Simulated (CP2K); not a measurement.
The system is H.

```
H
1.0
     3.15593    0.00000    0.00000
    -0.47063    3.12064    0.00000
    -1.34265   -1.56032    2.39219
H
2
Cartesian
  0.2420 0.2813 0.0000
  2.4433 2.8394 0.0000
```

Base run:

```yaml
Program: CP2K 2026.2
Functional: PBE
Potentials_or_basis: POTENTIAL_UZH H GTH-PBE-q1; TZV2P-MOLOPT-PBE-GTH basis
Density_cutoff: 8844 eV
k_mesh: 11 × 11 × 11
Occupations: fermi-dirac, width 0.05 eV
Spin: no spin polarisation
```

Its results: band gap on the k mesh 9.07 eV, indirect (least direct gap 9.86 eV); pressure 0.8 GPa; largest force 0.252 eV/Å.

Question: The run is repeated on the same cell with these changes: potentials or basis from POTENTIAL_UZH H GTH-PBE-q1; TZV2P-MOLOPT-PBE-GTH basis to POTENTIAL_UZH H GTH-PBE-q1; TZVP-MOLOPT-PBE-GTH basis; basis sets from H TZV2P-MOLOPT-PBE-GTH-q1 to H TZVP-MOLOPT-PBE-GTH-q1. What comes out?

Answer: Band gap on the k mesh 9.52 eV, indirect (least direct gap 10.18 eV); pressure 0.8 GPa; largest force 0.276 eV/Å.

Caveats: an odd mesh through Γ misses points on the zone boundary, where band edges often lie; the basis of atomic orbitals isn't converged, which shifts pressures, moduli and gaps.
